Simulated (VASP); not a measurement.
Here is a VASP 6.6.1 calculation.

INCAR

```
SYSTEM = BAs
ALGO = Normal ; EDIFF = 1E-7
EDIFFG = -0.01 ; ENCUT = 600
GGA = CA ; IBRION = 2
ISIF = 2 ; ISMEAR = 0
LASPH = .TRUE. ; LCHARG = .FALSE.
LREAL = .FALSE. ; LWAVE = .FALSE.
NELM = 80 ; NSW = 40
PREC = Accurate ; SIGMA = 0.03
```

The input KPOINTS:

```
k-points
0
G
  10 10 10
  0 0 0
```

POSCAR

```
BAs                                     
1.0
    0.0000000000      2.3868491069      2.3868491069
    2.3868491069      0.0000000000      2.3868491069
    2.3868491069      2.3868491069      0.0000000000
  B               As            
     1     1
Direct
     0.0000000000000000    0.0000000000000000    0.0000000000000000
     0.2500000000000000    0.2500000000000000    0.2500000000000000
```

Potentials or basis: VASP PAW LDA potentials, release 64 (B, As).

Launch:

```console
$ cat potpaw_LDA.64/B/POTCAR potpaw_LDA.64/As/POTCAR > POTCAR
$ mpirun -np 1 vasp_std > vasp.out
```

**Question.** Estimate the band gap on the k mesh.

**Answer.** 1.12 eV, indirect (least direct gap 3.25 eV).

Final structure:
```cif
data_structure
_symmetry_space_group_name_H-M 'P 1'
_symmetry_Int_Tables_number 1
_cell_length_a 3.3755
_cell_length_b 3.3755
_cell_length_c 3.3755
_cell_angle_alpha 60.000
_cell_angle_beta 60.000
_cell_angle_gamma 60.000
_cell_volume 27.20
loop_
_atom_site_label
_atom_site_type_symbol
_atom_site_fract_x
_atom_site_fract_y
_atom_site_fract_z
_atom_site_occupancy
B1 B 0.00000 0.00000 0.00000 1
As1 As 0.25000 0.25000 0.25000 1
```

Caveat: the relaxation stopped at its first step, so nothing moved. A k mesh can miss the band edges.
